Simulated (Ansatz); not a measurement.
Born–Oppenheimer molecular dynamics of a periodic cell of 36 atoms, Mg (start crystal Mg, start structure hcp, volume 1 times the crystal's). It goes on from the last frame of an earlier run, with new velocities.

Method: Ansatz, DFT PBE, scalar-relativistic, plane waves, PAW. Settings: accuracy low, cutoff 420 eV, k mesh 2x2x1, fermi-dirac smearing 0.11 eV, no spin polarisation.

```
ensemble        : NPT, Langevin
time step       : 2 fs
steps asked     : 300
set temperature : 910 K
friction        : 0.01 /fs
pressure        : 20 GPa
seed            : 265564
```

Frames 2 fs apart, positions in Å.

Velocities at 460 fs (Å/ps):

```
Mg -2.54 9.28 -1.27
Mg 1.27 9.36 -2.96
Mg -3.10 -0.01 8.05
Mg -4.16 0.05 -2.32
Mg -4.32 2.87 2.01
Mg -3.65 -3.52 0.48
Mg 1.08 -7.13 -9.63
Mg 1.79 2.29 -6.87
Mg -0.77 -2.13 -0.17
Mg 2.93 0.52 -8.47
Mg -12.16 -11.89 1.83
Mg -13.56 -0.62 -8.00
Mg 5.20 4.13 -1.73
Mg 0.15 -2.78 6.88
Mg -12.68 17.80 4.50
Mg -12.72 -4.50 6.80
Mg 0.93 2.81 8.41
Mg 3.51 1.51 -0.77
Mg -3.92 4.47 0.37
Mg -9.04 4.17 4.92
Mg 11.72 1.75 -9.29
Mg 9.29 -3.81 8.81
Mg 6.80 -6.76 10.37
Mg 2.30 5.72 -4.05
Mg -6.08 1.15 6.63
Mg -7.15 -2.77 2.23
Mg -2.57 -5.69 -3.07
Mg 7.04 0.97 4.29
Mg -3.00 9.65 1.40
Mg -11.76 -7.13 3.75
Mg 0.03 1.99 0.88
Mg -1.92 -7.67 -4.60
Mg 1.24 0.46 2.42
Mg 12.56 -4.89 -8.36
Mg 7.82 2.22 -2.25
Mg 3.22 8.38 -2.73
```

```xyz
36
Lattice="8.7148 0.0000 0.0000 -4.3574 7.5472 0.0000 0.0000 0.0000 9.5922" Properties=species:S:1:pos:R:3 time_fs=460 energy_less_start_eV=7.183 T=1080
Mg -0.612 0.556 0.312
Mg -0.234 2.233 2.820
Mg -0.376 0.308 5.555
Mg -0.657 2.086 7.758
Mg -2.001 2.974 0.472
Mg -1.901 4.461 2.769
Mg -1.857 3.072 5.274
Mg -1.941 4.637 7.850
Mg -3.714 5.595 0.484
Mg -3.124 7.224 2.760
Mg -3.049 5.458 5.416
Mg -3.269 7.410 7.835
Mg 2.528 0.556 0.234
Mg 2.379 2.582 3.010
Mg 2.482 0.577 5.404
Mg 2.374 2.247 7.740
Mg 0.817 3.069 0.385
Mg 0.916 4.664 2.768
Mg 1.061 2.866 5.474
Mg 0.957 4.749 7.506
Mg -0.637 5.552 0.433
Mg -0.040 7.323 3.170
Mg -0.161 5.288 4.879
Mg -0.493 6.909 7.567
Mg 5.398 0.349 0.461
Mg 5.506 2.057 2.726
Mg 5.608 0.470 5.471
Mg 5.366 1.625 7.854
Mg 3.858 3.093 0.490
Mg 4.204 4.479 3.189
Mg 4.068 2.782 5.393
Mg 3.801 4.700 7.812
Mg 2.002 5.392 0.500
Mg 2.921 6.964 2.679
Mg 2.533 5.408 5.331
Mg 2.654 7.094 7.802
36
Lattice="8.7160 0.0000 0.0000 -4.3580 7.5483 0.0000 0.0000 0.0000 9.5927" Properties=species:S:1:pos:R:3 time_fs=462 energy_less_start_eV=7.291 T=995
Mg -0.615 0.573 0.312
Mg -0.232 2.249 2.814
Mg -0.382 0.309 5.571
Mg -0.666 2.088 7.753
Mg -2.012 2.980 0.476
Mg -1.908 4.456 2.770
Mg -1.854 3.057 5.256
Mg -1.939 4.641 7.839
Mg -3.715 5.594 0.484
Mg -3.117 7.228 2.744
Mg -3.073 5.436 5.420
Mg -3.296 7.409 7.819
Mg 2.538 0.565 0.231
Mg 2.380 2.574 3.023
Mg 2.461 0.611 5.413
Mg 2.349 2.239 7.753
Mg 0.819 3.073 0.401
Mg 0.925 4.666 2.765
Mg 1.053 2.876 5.475
Mg 0.940 4.754 7.517
Mg -0.614 5.556 0.414
Mg -0.021 7.317 3.186
Mg -0.147 5.277 4.902
Mg -0.488 6.923 7.559
Mg 5.387 0.351 0.474
Mg 5.493 2.053 2.732
Mg 5.604 0.458 5.466
Mg 5.381 1.629 7.863
Mg 3.852 3.114 0.494
Mg 4.181 4.468 3.196
Mg 4.069 2.789 5.395
Mg 3.797 4.684 7.803
Mg 2.006 5.394 0.502
Mg 2.946 6.955 2.661
Mg 2.548 5.413 5.328
Mg 2.660 7.110 7.795
36
Lattice="8.7176 0.0000 0.0000 -4.3588 7.5496 0.0000 0.0000 0.0000 9.5933" Properties=species:S:1:pos:R:3 time_fs=464 energy_less_start_eV=7.352 T=1011
Mg -0.614 0.587 0.316
Mg -0.231 2.259 2.808
Mg -0.387 0.311 5.583
Mg -0.674 2.092 7.747
Mg -2.025 2.983 0.481
Mg -1.915 4.454 2.769
Mg -1.848 3.039 5.240
Mg -1.938 4.643 7.827
Mg -3.713 5.593 0.483
Mg -3.111 7.232 2.729
Mg -3.100 5.415 5.423
Mg -3.322 7.404 7.802
Mg 2.544 0.576 0.229
Mg 2.382 2.565 3.034
Mg 2.443 0.642 5.418
Mg 2.321 2.231 7.764
Mg 0.823 3.074 0.415
Mg 0.935 4.669 2.762
Mg 1.048 2.889 5.475
Mg 0.925 4.753 7.528
Mg -0.591 5.559 0.396
Mg -0.003 7.311 3.195
Mg -0.135 5.269 4.929
Mg -0.483 6.938 7.550
Mg 5.378 0.357 0.489
Mg 5.482 2.050 2.738
Mg 5.603 0.446 5.461
Mg 5.397 1.637 7.870
Mg 3.844 3.135 0.498
Mg 4.158 4.459 3.200
Mg 4.073 2.798 5.398
Mg 3.793 4.669 7.792
Mg 2.017 5.397 0.501
Mg 2.970 6.948 2.642
Mg 2.563 5.417 5.325
Mg 2.664 7.124 7.786
36
Lattice="8.7193 0.0000 0.0000 -4.3597 7.5512 0.0000 0.0000 0.0000 9.5933" Properties=species:S:1:pos:R:3 time_fs=466 energy_less_start_eV=7.376 T=1009
Mg -0.613 0.599 0.322
Mg -0.229 2.265 2.801
Mg -0.391 0.313 5.594
Mg -0.682 2.097 7.738
Mg -2.036 2.986 0.484
Mg -1.920 4.456 2.770
Mg -1.843 3.021 5.226
Mg -1.940 4.644 7.812
Mg -3.712 5.595 0.480
Mg -3.103 7.237 2.715
Mg -3.128 5.394 5.424
Mg -3.349 7.395 7.785
Mg 2.549 0.588 0.230
Mg 2.385 2.555 3.043
Mg 2.425 0.670 5.420
Mg 2.292 2.225 7.776
Mg 0.824 3.073 0.431
Mg 0.943 4.673 2.761
Mg 1.043 2.905 5.471
Mg 0.910 4.747 7.542
Mg -0.568 5.560 0.378
Mg 0.015 7.305 3.201
Mg -0.129 5.259 4.958
Mg -0.478 6.953 7.541
Mg 5.371 0.365 0.508
Mg 5.472 2.049 2.747
Mg 5.604 0.431 5.456
Mg 5.412 1.647 7.876
Mg 3.833 3.151 0.502
Mg 4.136 4.452 3.203
Mg 4.079 2.809 5.402
Mg 3.791 4.653 7.778
Mg 2.034 5.399 0.502
Mg 2.994 6.944 2.626
Mg 2.578 5.421 5.319
Mg 2.665 7.135 7.773
36
Lattice="8.7216 0.0000 0.0000 -4.3608 7.5532 0.0000 0.0000 0.0000 9.5934" Properties=species:S:1:pos:R:3 time_fs=468 energy_less_start_eV=7.365 T=1003
Mg -0.610 0.613 0.330
Mg -0.227 2.270 2.795
Mg -0.396 0.315 5.601
Mg -0.689 2.103 7.726
Mg -2.048 2.989 0.485
Mg -1.922 4.458 2.771
Mg -1.838 3.003 5.213
Mg -1.943 4.645 7.796
Mg -3.712 5.598 0.477
Mg -3.094 7.242 2.703
Mg -3.155 5.372 5.421
Mg -3.371 7.387 7.766
Mg 2.554 0.597 0.231
Mg 2.394 2.544 3.052
Mg 2.404 0.695 5.420
Mg 2.268 2.218 7.785
Mg 0.824 3.070 0.445
Mg 0.951 4.676 2.761
Mg 1.040 2.921 5.464
Mg 0.895 4.738 7.558
Mg -0.547 5.559 0.360
Mg 0.029 7.299 3.206
Mg -0.128 5.250 4.994
Mg -0.476 6.970 7.530
Mg 5.365 0.376 0.530
Mg 5.462 2.048 2.758
Mg 5.606 0.415 5.451
Mg 5.427 1.660 7.882
Mg 3.820 3.163 0.506
Mg 4.116 4.444 3.206
Mg 4.087 2.822 5.406
Mg 3.788 4.636 7.763
Mg 2.055 5.401 0.504
Mg 3.016 6.941 2.615
Mg 2.591 5.430 5.310
Mg 2.662 7.143 7.762
36
Lattice="8.7241 0.0000 0.0000 -4.3621 7.5553 0.0000 0.0000 0.0000 9.5930" Properties=species:S:1:pos:R:3 time_fs=470 energy_less_start_eV=7.326 T=1024
Mg -0.606 0.625 0.342
Mg -0.225 2.272 2.790
Mg -0.400 0.317 5.602
Mg -0.694 2.109 7.714
Mg -2.061 2.993 0.485
Mg -1.924 4.461 2.771
Mg -1.828 2.985 5.202
Mg -1.949 4.644 7.778
Mg -3.711 5.600 0.472
Mg -3.086 7.247 2.693
Mg -3.184 5.352 5.418
Mg -3.387 7.381 7.747
Mg 2.558 0.603 0.232
Mg 2.406 2.528 3.060
Mg 2.385 0.716 5.421
Mg 2.245 2.211 7.792
Mg 0.824 3.062 0.457
Mg 0.961 4.680 2.758
Mg 1.037 2.934 5.458
Mg 0.883 4.726 7.574
Mg -0.525 5.557 0.343
Mg 0.042 7.294 3.210
Mg -0.131 5.242 5.033
Mg -0.473 6.990 7.521
Mg 5.359 0.390 0.555
Mg 5.456 2.047 2.771
Mg 5.607 0.401 5.445
Mg 5.442 1.675 7.886
Mg 3.809 3.174 0.508
Mg 4.097 4.437 3.207
Mg 4.096 2.837 5.411
Mg 3.784 4.620 7.748
Mg 2.080 5.406 0.508
Mg 3.036 6.937 2.609
Mg 2.607 5.442 5.300
Mg 2.659 7.147 7.751
```

Of the whole run (600 fs, mean temperature of the second half 1068 K): The conserved energy stayed within 0.3 meV per atom of its start (net change 0.1 meV per atom), so the integration is sound. The mean temperature of the second half is 17 % above the set value. A run of 0.6 ps of so small a system gives no equilibrium averages. Limits of this set-up: coarse k mesh, low accuracy level. The cell's volume went from 837 to 640 Å³.

Run time: 13 min on 4 threads of AMD EPYC 9R45 96-Core Processor (Zen 5) (shared host), peak memory 3.3 GiB.
